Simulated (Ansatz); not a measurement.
## (10−10) slab of wurtzite AlN, 19.8 Å thick as cut, bare faces

Ansatz, PAW, plane waves, no spin–orbit coupling unless named; atoms relaxed with PBEsol, the curve by HSE06. The curve holds the local part of the PAW potentials, so its shape inside matter depends on the files.

```xyz
32
Lattice="0.0000 0.0000 4.9835 3.1138 0.0000 0.0000 0.0000 32.7754 0.0000" Properties=species:S:1:pos:R:3 pbc="T T T"
Al    1.5564    6.7630    2.5981
Al    3.1134    9.2396    2.4802
Al    1.5568   11.9028    2.4707
Al    0.0003   14.5934    2.4693
Al    1.5580   17.2893    2.4690
Al    0.0019   19.9878    2.4671
Al    1.5592   22.6953    2.4568
Al    0.0024   25.4577    2.4376
Al    3.1133    7.3214    4.9295
Al    1.5567   10.0840    4.9479
Al    0.0000   12.7915    4.9582
Al    1.5575   15.4901    4.9605
Al    0.0013   18.1860    4.9615
Al    1.5591   20.8766    4.9633
Al    0.0024   23.5400    4.9725
Al    1.5594   26.0164    0.1060
N     3.1134    7.3971    1.8498
N     1.5565   10.1010    1.8751
N     3.1137   12.7952    1.8797
N     1.5572   15.4912    1.8808
N     0.0011   18.1875    1.8812
N     1.5588   20.8834    1.8806
N     0.0022   23.5772    1.8802
N     1.5592   26.2349    1.8610
N     1.5565    6.5438    4.3531
N     3.1135    9.2020    4.3715
N     1.5569   11.8961    4.3717
N     0.0005   14.5923    4.3726
N     1.5582   17.2889    4.3728
N     0.0022   19.9848    4.3720
N     1.5592   22.6787    4.3673
N     0.0025   25.3822    4.3415
```

Planar mean of the electrostatic potential energy along the normal, from the vacuum level:

z (Å), v (eV) and a bar:
```
     0.00       0.00 ##############################
     0.29       0.00 ##############################
     0.73       0.00 ##############################
     1.02       0.00 ##############################
     1.31       0.00 ##############################
     1.75       0.00 ##############################
     2.04       0.00 ##############################
     2.33       0.00 ##############################
     2.62       0.00 ##############################
     3.06       0.00 ##############################
     3.35       0.00 ##############################
     3.64      -0.01 ##############################
     4.08      -0.02 ##############################
     4.37      -0.05 ##############################
     4.66      -0.11 ##############################
     5.10      -0.37 #############################
     5.39      -0.83 ############################
     5.68      -1.91 ##########################
     6.12      -7.00 ###############
     6.41     -10.97 ######
     6.70     -12.97 ##
     6.99     -13.59 
     7.43     -13.07 #
     7.72     -10.01 ########
     8.01      -6.22 ################
     8.45      -4.97 ###################
     8.74      -7.75 #############
     9.03     -10.76 ######
     9.47     -12.80 ##
     9.76     -12.99 ##
    10.05     -12.31 ###
    10.49      -8.75 ###########
    10.78      -5.73 #################
    11.07      -4.98 ###################
    11.51      -8.68 ###########
    11.80     -11.32 #####
    12.09     -12.58 ##
    12.38     -12.94 ##
    12.82     -11.79 ####
    13.11      -9.47 #########
    13.40      -6.40 ################
    13.84      -5.31 ##################
    14.13      -7.89 #############
    14.42     -10.76 ######
    14.86     -12.73 ##
    15.15     -12.85 ##
    15.44     -12.11 ###
    15.88      -8.71 ###########
    16.17      -5.79 #################
    16.46      -5.04 ###################
    16.75      -7.10 ##############
    17.19     -11.29 #####
    17.48     -12.56 ##
    17.77     -12.92 ##
    18.21     -11.77 ####
    18.50      -9.47 #########
    18.79      -6.42 ################
    19.23      -5.28 ##################
    19.52      -7.86 #############
    19.81     -10.75 ######
    20.25     -12.75 ##
    20.54     -12.87 ##
    20.83     -12.13 ###
    21.12     -10.17 ########
    21.56      -5.75 #################
    21.85      -4.96 ###################
    22.14      -7.08 ##############
    22.58     -11.43 #####
    22.87     -12.75 ##
    23.16     -13.00 ##
    23.60     -11.81 ####
    23.89      -9.41 #########
    24.18      -6.17 ################
    24.62      -4.93 ###################
    24.91      -8.00 ############
    25.20     -11.74 ####
    25.64     -13.68 
    25.93     -13.39 #
    26.22     -12.25 ###
    26.51      -9.22 ##########
    26.95      -3.00 #######################
    27.24      -1.27 ###########################
    27.53      -0.55 #############################
    27.97      -0.16 ##############################
    28.26      -0.07 ##############################
    28.55      -0.03 ##############################
    28.99      -0.01 ##############################
    29.28       0.00 ##############################
    29.57       0.00 ##############################
    30.01       0.00 ##############################
    30.30       0.00 ##############################
    30.59       0.00 ##############################
    30.88       0.00 ##############################
    31.32       0.00 ##############################
    31.61       0.00 ##############################
    31.90       0.00 ##############################
    32.34       0.00 ##############################
    32.63       0.00 ##############################
```

Problem. How far below the vacuum level do the top filled and the lowest empty level lie, by each functional?

Solution. PBEsol: 5.72 and 2.91 eV (gap 2.81 eV, a 4×6×1 mesh); HSE06: 6.39 and 2.38 eV (gap 4.01 eV, a 3×4×1 mesh); r²SCAN: 5.87 and 2.56 eV (gap 3.31 eV, a 3×4×1 mesh). Either level can be a surface state and not a band edge of the crystal.

Relaxation leaves nitrogen outermost and draws aluminium inward on both faces, with a shortened Al–N bond in the surface pair. This is the usual response of a nonpolar nitride surface: threefold aluminium flattens towards sp² and empties its dangling orbital, while nitrogen stays pyramidal and holds a lone pair. Charge passes from cation to anion within each pair, so the face can be semiconducting without adatoms. The potential is flat and equal in the vacuum on both sides, as expected for a slab without a net dipole along its normal.

All three gaps are far below that of bulk AlN, even with HSE06. Confinement would widen the gap, so surface levels are the likely cause, probably above all the empty aluminium dangling-bond band. HSE06 lowers the filled edge and raises the empty one relative to PBEsol, as expected when exact exchange separates filled nitrogen-derived from empty cation-derived states. The 6.39 eV is therefore better read as an ionization energy of this bare surface, and 2.38 eV should not be taken as the electron affinity of bulk-like AlN.
